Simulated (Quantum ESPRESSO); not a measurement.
Runs of Quantum ESPRESSO 7.5 on GaP. Symmetry: F-43m, No. 216, cubic system. The conventional cell has a = 5.451 Å, b = 5.451 Å, c = 5.451 Å, α = 90.00°, β = 90.00°, γ = 90.00°. Ga (site symmetry -43m) is surrounded by 4 P at 2.36 Å. Around P (site symmetry -43m) lie 4 Ga at 2.36 Å. 

| level | V0 of scaled cells (Å³/atom) | B0 (GPa) |
| --- | --- | --- |
| PW86PBE+D4 | 20.42 | 82 |
| PW91+D4 | (b) | 84 |
| AM05+D4 | 19.82 | 87 |
| BP86+D4 | 19.68 | (a) |
| OLYP+D4 | 19.14 | 94 |

Alike in all rows: task equation of state; potentials or basis PseudoDojo 0.4.1 SR PBE standard; no spin polarisation; cell as given; k mesh 8 × 8 × 8; cutoff (eV) 1088; smearing fermi-dirac 0.05 eV.

Question: Fill in the values left out.

Answer: (a) 90; (b) 20.22.

Caveats: the potentials were made for another functional, which shifts forces and pressure.
